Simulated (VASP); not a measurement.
# Cr (P6_3/mmc) in VASP: further runs, part 2 of 2

VASP 6.6.1. The steps go on from the part before.

## (4) Relaxation of cell and atoms, r2SCAN, collinear spin, ferromagnetic start

The input, INCAR:

```
PREC = Accurate
ENCUT = 600
EDIFF = 1E-6
ISMEAR = -1
SIGMA = 0.05
LREAL = F
LASPH = T
NELM = 150
ALGO = Normal
ISIF = 3
LWAVE = F
LCHARG = F
ISPIN = 2
MAGMOM = 3 3
LORBIT = 11
LMAXMIX = 4
METAGGA = R2SCAN
LMIXTAU = T
IBRION = 2
NSW = 60
EDIFFG = -0.005
```

The input, KPOINTS:

```
regular mesh
0
Gamma
  8 8 5
```

The input, POSCAR:

```
Cr
1.0
    2.7140000000      0.0000000000      0.0000000000
   -1.3570000000      2.3503929459      0.0000000000
    0.0000000000      0.0000000000      4.4100000000
Cr
2
Direct
    0.6666666667      0.3333333333      0.7500000000
    0.3333333333      0.6666666667      0.2500000000
```

Command:

```sh
cat potpaw_PBE.64/Cr_pv/POTCAR > POTCAR
mpirun -np 1 vasp_std > vasp.out
```

It took 23 min on 1 thread of Intel Xeon Platinum 8488C (Sapphire Rapids), shared host; peak memory 0.19 GiB.

Results (log left out):

```yaml
Free_energy: -28.6918 eV
Relaxed_volume: 11.70 Å³/atom
Relaxed_cell: a = 2.460 Å, b = 2.460 Å, c = 4.465 Å, α = 90.00°, β = 90.00°, γ = 120.00°
Space_group_after_relaxing_to_0.05_Å: P6_3/mmc (No. 194)
Energy_gained_by_relaxing: 167.2 meV/atom
Ionic_steps: 29
Pressure_after_relaxing: 0.0 GPa
Band_gap_on_the_k_mesh: none (metal or under the smearing width)
Net_moment: 0.00 μB per cell
Valence_electrons_inside_the_program's_atomic_spheres: Cr 11.29
```

Stress tensor (GPa, compression positive):
```
 0.01  0.00  0.00
 0.00  0.01  0.00
 0.00  0.00 -0.07
```

Step by step:
| step | energy change (eV) | largest force (eV/Å) | pressure (GPa) | volume (Å³) |
| --- | --- | --- | --- | --- |
| 1 | 0.0000 | 0.0000 | -15.77 | 28.13 |
| 2 | -0.1818 | 0.0000 | 10.43 | 22.85 |
| 3 | -0.2185 | 0.0000 | -3.40 | 24.29 |
| 4 | -0.2211 | 0.0000 | -1.12 | 24.00 |
| 5 | -0.2210 | 0.0000 | -0.40 | 23.92 |
| 6 | -0.2383 | 0.0000 | 2.99 | 23.49 |
| 7 | -0.2402 | 0.0000 | 4.29 | 23.30 |
| 8 | -0.2566 | 0.0000 | -1.10 | 23.63 |
| 9 | -0.2841 | 0.0000 | -11.71 | 24.59 |
| 10 | -0.2833 | 0.0000 | -8.62 | 24.20 |
| 11 | -0.2871 | 0.0000 | -10.17 | 24.39 |
| 12 | -0.2897 | 0.0000 | -10.40 | 24.42 |
| 13 | -0.2925 | 0.0000 | -10.78 | 24.48 |
| 14 | -0.2928 | 0.0000 | -10.92 | 24.51 |
| 15 | -0.2971 | 0.0000 | -10.43 | 24.45 |
| 16 | -0.3085 | 0.0000 | -8.78 | 24.27 |
| 17 | -0.3252 | 0.0000 | -5.37 | 23.91 |
| 18 | -0.3329 | 0.0000 | 2.18 | 23.20 |
| 19 | -0.3343 | 0.0000 | -0.16 | 23.41 |
| 20 | -0.3343 | 0.0000 | 0.08 | 23.39 |
| 21 | -0.3344 | 0.0000 | 0.04 | 23.39 |
| 22 | -0.3344 | 0.0000 | 0.03 | 23.39 |
| 23 | -0.3344 | 0.0000 | -0.18 | 23.40 |
| 24 | -0.3344 | 0.0000 | -0.09 | 23.40 |
| 25 | -0.3344 | 0.0000 | -0.07 | 23.40 |
| 26 | -0.3344 | 0.0000 | -0.06 | 23.40 |
| 27 | -0.3344 | 0.0000 | -0.07 | 23.40 |
| 28 | -0.3344 | 0.0000 | -0.06 | 23.40 |
| 29 | -0.3344 | 0.0000 | -0.01 | 23.39 |

Final structure:
```cif
data_structure
_symmetry_space_group_name_H-M 'P 1'
_symmetry_Int_Tables_number 1
_cell_length_a 2.4598
_cell_length_b 2.4598
_cell_length_c 4.4646
_cell_angle_alpha 90.000
_cell_angle_beta 90.000
_cell_angle_gamma 120.000
_cell_volume 23.39
loop_
_atom_site_label
_atom_site_type_symbol
_atom_site_fract_x
_atom_site_fract_y
_atom_site_fract_z
_atom_site_occupancy
Cr1 Cr 0.66667 0.33333 0.75000 1
Cr2 Cr 0.33333 0.66667 0.25000 1
```

Levels at points of the mesh, in eV from the Fermi level:
Spin up:
```tsv
k point	band 10	band 11	band 12	band 13	band 14	band 15
(0.00, 0.00, 0.00)	-0.75	-0.43	-0.43	-0.10	-0.10	1.28
(0.50, 0.00, 0.00)	-1.07	-0.82	-0.52	-0.01	2.46	2.98
```
Spin down:
| k point | band 9 | band 10 | band 11 | band 12 | band 13 | band 14 | band 15 | band 16 |
| --- | --- | --- | --- | --- | --- | --- | --- | --- |
| (0.00, 0.00, 0.00) | -1.59 | -0.75 | -0.43 | -0.43 | -0.10 | -0.10 | 1.28 | 1.28 |
| (0.50, 0.00, 0.00) | -3.68 | -1.07 | -0.82 | -0.52 | -0.01 | 2.46 | 2.98 | 3.10 |

Caveat: the starting moments collapsed, and a magnetic state may lie lower; the volume moved by over 15 % at a fixed basis, so the end points are rough; the PAW data sets were made with another functional, which shifts forces and pressure a little.

## (5) Relaxation of cell and atoms, SCAN, collinear spin, ferromagnetic start

INCAR: that of step 4 with these lines changed.

```diff
@@ -16,3 +16,3 @@
 LMAXMIX = 4
-METAGGA = R2SCAN
+METAGGA = SCAN
 LMIXTAU = T
```

KPOINTS is that of step 4.

POSCAR is that of step 4.

Command:

```sh
cat potpaw_PBE.64/Cr_pv/POTCAR > POTCAR
mpirun -np 1 vasp_std > vasp.out
```

Run time: 21 min. Hardware: 1 thread of Intel Xeon Platinum 8488C (Sapphire Rapids), shared host; peak memory 0.21 GiB.

Results (log left out):

```
Free energy                                           : -35.8435 eV
Relaxed volume                                        : 11.64 Å³/atom
Relaxed cell                                          : a = 2.456 Å, b = 2.456 Å, c = 4.455 Å, α = 90.00°, β = 90.00°, γ = 120.00°
Space group after relaxing (to 0.05 Å)                : P6_3/mmc (No. 194)
Energy gained by relaxing                             : 279.3 meV/atom
Ionic steps                                           : 17
Pressure after relaxing                               : 0.0 GPa
Band gap on the k mesh                                : none (metal or under the smearing width)
Net moment                                            : 0.00 μB per cell
Valence electrons inside the program's atomic spheres : Cr 11.30
```

Stress tensor (GPa, compression positive):
```
-0.04  0.00  0.00
 0.00 -0.04  0.00
 0.00  0.00  0.07
```

Step by step:
```
step  energy change (eV)  largest force (eV/Å)  pressure (GPa)  volume (Å³)
   1              0.0000                0.0000          -19.41        28.13
   2             -0.2489                0.0000           21.80        21.74
   3             -0.3684                0.0000           -0.72        23.62
   4             -0.4011                0.0000            0.98        23.26
   5             -0.5086                0.0000           13.69        22.11
   6             -0.5067                0.0000           10.35        22.34
   7             -0.5097                0.0000           12.46        22.20
   8             -0.5146                0.0000           12.50        22.20
   9             -0.5212                0.0000           12.55        22.19
  10             -0.5277                0.0000           11.36        22.28
  11             -0.5433                0.0000            8.08        22.56
  12             -0.5583                0.0000            1.76        23.11
  13             -0.5586                0.0000            0.03        23.27
  14             -0.5585                0.0000           -0.22        23.30
  15             -0.5586                0.0000           -0.15        23.29
  16             -0.5586                0.0000            0.05        23.28
  17             -0.5586                0.0000           -0.01        23.28
```

Final structure:
```cif
data_structure
_symmetry_space_group_name_H-M 'P 1'
_symmetry_Int_Tables_number 1
_cell_length_a 2.4561
_cell_length_b 2.4561
_cell_length_c 4.4553
_cell_angle_alpha 90.000
_cell_angle_beta 90.000
_cell_angle_gamma 120.000
_cell_volume 23.28
loop_
_atom_site_label
_atom_site_type_symbol
_atom_site_fract_x
_atom_site_fract_y
_atom_site_fract_z
_atom_site_occupancy
Cr1 Cr 0.66667 0.33333 0.75000 1
Cr2 Cr 0.33333 0.66667 0.25000 1
```

Levels at points of the mesh, in eV from the Fermi level:
Spin up:
```csv
k point,band 10,band 11,band 12,band 13,band 14,band 15
"(0.00, 0.00, 0.00)",-0.74,-0.44,-0.44,-0.10,-0.10,1.32
"(0.50, 0.00, 0.00)",-1.03,-0.86,-0.56,0.00,2.54,3.05
```
Spin down:
| k point | band 9 | band 10 | band 11 | band 12 | band 13 | band 14 | band 15 | band 16 |
| --- | --- | --- | --- | --- | --- | --- | --- | --- |
| (0.00, 0.00, 0.00) | -1.65 | -0.74 | -0.44 | -0.44 | -0.10 | -0.10 | 1.32 | 1.32 |
| (0.50, 0.00, 0.00) | -3.67 | -1.03 | -0.86 | -0.56 | 0.00 | 2.54 | 3.05 | 3.17 |

Caveat: the starting moments collapsed, and a magnetic state may lie lower; the volume moved by over 15 % at a fixed basis, so the end points are rough; the PAW data sets were made with another functional, which shifts forces and pressure a little.
